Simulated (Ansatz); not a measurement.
# Ni2H: the cost of one run

Program: Ansatz 0.2.0. Level of theory: DFT PBE, scalar-relativistic, plane waves, PAW. These are calculated values, not measurements.

## 1. The system as given

The structure is tetragonal, space group I4/mmm (No. 139). The conventional cell has a = 3.063 Å, b = 3.063 Å, c = 5.023 Å, α = 90.00°, β = 90.00°, γ = 90.00°. Ni (site symmetry 4mm) has 1 Ni at 0.93 Å as nearest neighbours. H (site symmetry 4/mmm) has 10 Ni at 2.04 to 2.22 Å as nearest neighbours.

As a file:

```xyz
3
Lattice="-1.5313 1.5313 2.5116 1.5313 -1.5313 2.5116 1.5313 1.5313 -2.5116" Properties=species:S:1:pos:R:3 pbc="T T T"
Ni    0.0000    0.0000    2.9787
Ni    0.0000    0.0000    2.0444
H     0.0000    0.0000    0.0000
```

(A quick probe on a coarse mesh, which set the mesh and smearing, is not shown.)

## 3. A loose first relaxation

input.yaml

```yaml
crystal:
  lattice:
    - [-1.5313472603, 1.5313472603, 2.511566972]
    - [1.5313472603, -1.5313472603, 2.511566972]
    - [1.5313472603, 1.5313472603, -2.511566972]
  atoms:
    - { symbol: Ni, position: [0.593, 0.593, 0.0], spin: 0.2 }
    - { symbol: Ni, position: [0.407, 0.407, 0.0], spin: 0.2 }
    - { symbol: H, position: [0.0, 0.0, 0.0] }
basis:
  ecutwfc: 420
kpoints:
  mp_grid: { grid: [8, 8, 8] }
hamiltonian:
  xc: pbe
scf:
  occupations: { method: gaussian, width: 0.1 }
  lower_state_search: "off"
output:
  forces: true
  stress: true
  eigenvalues: true
  populations: true
magnetization:
  spin_polarized: true
relax:
  adjacent_minimum: "off"
  f_tol: 0.04
  max_steps: 70
  cell: { stress_tol: 0.4 }
```

On the command line:

```bash
$ ansatz run input.yaml --threads 1 --pin off --max-ram 2560MiB --backend cpu --events-out ev --progress --plain --runs-dir out
```

**Question.** How long does this run take on 1 thread of AMD EPYC 7R43 (Zen 3), shared host, and how much memory does it need?

About 3.2 min, with a peak of 0.44 GiB.
